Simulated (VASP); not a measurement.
Here is a VASP 6.6.1 calculation.

INCAR

```
SYSTEM = Te
  ALGO = Normal
  EDIFF = 1E-7
  ENCUT = 520
  GGA = PE
  ISIF = 2
  ISMEAR = -1
  LASPH = .True.
  LCHARG = .False.
  LREAL = .False.
  LWAVE = .False.
  NELM = 80
  PREC = Accurate
  SIGMA = 0.02
```

KPOINTS

```
k-points
0
Gamma
  24 24 18
  0 0 0
```

The input POSCAR:

```
Te
1.0
    4.4540000000      0.0000000000      0.0000000000
   -2.2270000000      3.8572771485      0.0000000000
    0.0000000000      0.0000000000      5.9240000000
Te
3
Direct
    0.2690000000      0.0000000000      0.3333333333
    0.0000000000      0.2690000000      0.6666666667
    0.7310000000      0.7310000000      0.0000000000
```

Potentials or basis: VASP PAW PBE potentials, release 64 (Te).

Run with:

```bash
$ cat potpaw_PBE.64/Te/POTCAR > POTCAR
$ mpirun -np 1 vasp_std > vasp.out
```

Question: Predict the largest force.

Answer: 0.163 eV/Å.

Question: Predict the pressure.

Answer: 1.4 GPa.

Question: Predict the band gap on the k mesh.

Answer: 0.17 eV, direct.

Stress tensor (GPa, compression positive):
```
1.29 0.00 0.00
0.00 1.29 0.00
0.00 0.00 1.75
```

Caveat: spin-orbit coupling is left out, which moves the levels of the heavy elements. A k mesh can miss the band edges.
